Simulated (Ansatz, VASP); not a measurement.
This is a calculation of Ni for VASP 6.6.1. 

File INCAR:

```
SYSTEM = Ni
ALGO = Normal
EDIFF = 1E-6
EDIFFG = -0.01
ENCUT = 600
GGA = CA
IBRION = 2
ISIF = 3
ISMEAR = -1
ISPIN = 2
LASPH = .TRUE.
LCHARG = .FALSE.
LMAXMIX = 4
LORBIT = 11
LREAL = .FALSE.
LWAVE = .FALSE.
MAGMOM = 1
NELM = 100
NSW = 40
PREC = Accurate
SIGMA = 0.05
```

KPOINTS

```
k-points
0
G
  13 13 13
  0 0 0
```

Contents of POSCAR:

```
Ni
1.0
    0.0000000000      1.7375729330      1.7375729330
    1.7375729330      0.0000000000      1.7375729330
    1.7375729330      1.7375729330      0.0000000000
Ni
1
Direct
    0.0000000000      0.0000000000      0.0000000000
```

Potentials or basis: VASP PAW LDA potentials, release 64 (Ni).

Launch:

```sh
$ cat potpaw_LDA.64/Ni/POTCAR > POTCAR
$ mpirun -np 1 vasp_std > vasp.out
```

What does the same run look like in Ansatz 0.2.0? Potentials or basis there: all-electron LAPW, scalar-relativistic.

As run (cutoffs and basis follow the program's own potentials, and thresholds, step limits or extra output files can differ):

The input input.yaml:

```yaml
crystal:
  lattice:
    - [0.0, 1.737572933, 1.737572933]
    - [1.737572933, 0.0, 1.737572933]
    - [1.737572933, 1.737572933, 0.0]
  atoms:
    - { symbol: Ni, position: [0.0, 0.0, 0.0], spin: 1.0 }
kpoints:
  mp_grid: { grid: [13, 13, 13] }
scf:
  occupations: { method: fermi_dirac, width: 0.05 }
hamiltonian:
  xc: lda
  pseudopotentials: { kind: all_electron, lapw: { basis_error: 0.001 } }
magnetization:
  spin_polarized: true
output:
  forces: true
  stress: true
relax:
  f_tol: 0.005
  max_steps: 60
  cell: {}
```

Potentials or basis: all-electron LAPW, scalar-relativistic.

Launch:

```sh
$ ansatz run input.yaml --threads 2 --pin off --max-ram 6144MiB --backend cpu --events-out ev --progress --plain --runs-dir out
```

Both were run:

|  | VASP | Ansatz |
| --- | --- | --- |
| Relaxed volume | 10.02 Å³/atom | 10.03 Å³/atom |
| Relaxed cell | a = 2.420 Å, b = 2.420 Å, c = 2.420 Å, α = 60.00°, β = 60.00°, γ = 60.00° | a = 2.421 Å, b = 2.421 Å, c = 2.421 Å, α = 60.00°, β = 60.00°, γ = 60.00° |
| Space group after relaxing | Fm-3m (No. 225) | Fm-3m (No. 225) |
| Pressure after relaxing | 0.1 GPa | 0.0 GPa |
| Net moment | 0.61 μB per cell | 0.62 μB per cell |

Where Ansatz's input types no cutoff or centring, it takes its own default and a Γ-centred mesh.

The two programs' LDA may be different fits to the electron gas.

The magnetic state is the one that the start led to; the real crystal's order can differ.

Pressure is positive in compression.
